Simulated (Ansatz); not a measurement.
The system is Re.

```xyz
2
Lattice="2.7608 0.0000 0.0000 -1.3804 2.3909 0.0000 0.0000 0.0000 4.4582" Properties=species:S:1:pos:R:3 pbc="T T T"
Re    1.3804    0.7970    3.3436
Re    0.0000    1.5939    1.1145
```

```yaml
Program: Ansatz 0.2.0
Task: relaxation of cell and atoms
Functional: PBEsol
Dispersion: D4
Potentials_or_basis: Ansatz PAW
Cutoff: "420 eV (not typed: the program's choice for these potentials)"
k_mesh: 11 × 11 × 6
Occupations: fermi-dirac, width 0.05 eV
Spin: no spin polarisation
```

At the start: volume 14.71 Å³/atom.

**Question.** Where does the relaxation end?

**Answer.** It ends after 4 steps and the volume is 14.40 Å³/atom (-2.1 %); space group P6_3/mmc (No. 194, to 0.05 Å).

Step by step:
```csv
step,energy change (eV),largest force (eV/Å),volume (Å³)
1,0.0000,0.0000,29.43
2,-0.0169,0.0000,28.85
3,-0.0171,0.0000,28.80
4,-0.0165,0.0000,28.80
```

Final structure:
```xyz
2
Lattice="2.7405 0.0000 0.0000 -1.3702 2.3733 0.0000 0.0000 0.0000 4.4275" Properties=species:S:1:pos:R:3 pbc="T T T"
Re    1.3702    0.7911    3.3206
Re    0.0000    1.5822    1.1069
```

Caveat: the plane-wave basis is chosen anew once the cell has moved, so the energies of steps on either side of that aren't comparable; the PAW data sets come from PBE, with cores solved anew for the run's functional, which leaves a small shift of forces and pressure.
